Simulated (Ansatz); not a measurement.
Pd:

```
Pd
1.0
     0.00000    1.94650    1.94650
     1.94650    0.00000    1.94650
     1.94650    1.94650    0.00000
Pd
1
Direct
  0.00000 0.00000 0.00000
```

| Item | Value |
| --- | --- |
| Program | Ansatz 0.2.0 |
| Task | relaxation of cell and atoms |
| Functional | revPBE |
| Potentials or basis | all-electron LAPW, scalar-relativistic |
| Basis error allowed | 0.001 eV/atom |
| k mesh | 12 × 12 × 12 |
| Occupations | fermi-dirac, width 0.05 eV |
| Spin | no spin polarisation |

At the start: volume 14.75 Å³/atom.

How do energy, volume and symmetry change on relaxing?

Over 6 steps the energy falls by 26.0 meV/atom and the volume is 15.61 Å³/atom (+5.8 %); space group Fm-3m (No. 225, to 0.05 Å).

The path:
| step | energy change (eV) | largest force (eV/Å) | volume (Å³) |
| --- | --- | --- | --- |
| 1 | 0.0000 | 0.0000 | 14.75 |
| 2 | -0.0180 | 0.0000 | 16.14 |
| 3 | -0.0258 | 0.0000 | 15.68 |
| 4 | -0.0260 | 0.0000 | 15.61 |
| 5 | -0.0260 | 0.0000 | 15.61 |
| 6 | -0.0260 | 0.0000 | 15.61 |

Final structure:
```xyz
1
Lattice="0.0000 1.9837 1.9837 1.9837 0.0000 1.9837 1.9837 1.9837 0.0000" Properties=species:S:1:pos:R:3 pbc="T T T"
Pd    0.0000    0.0000    0.0000
```
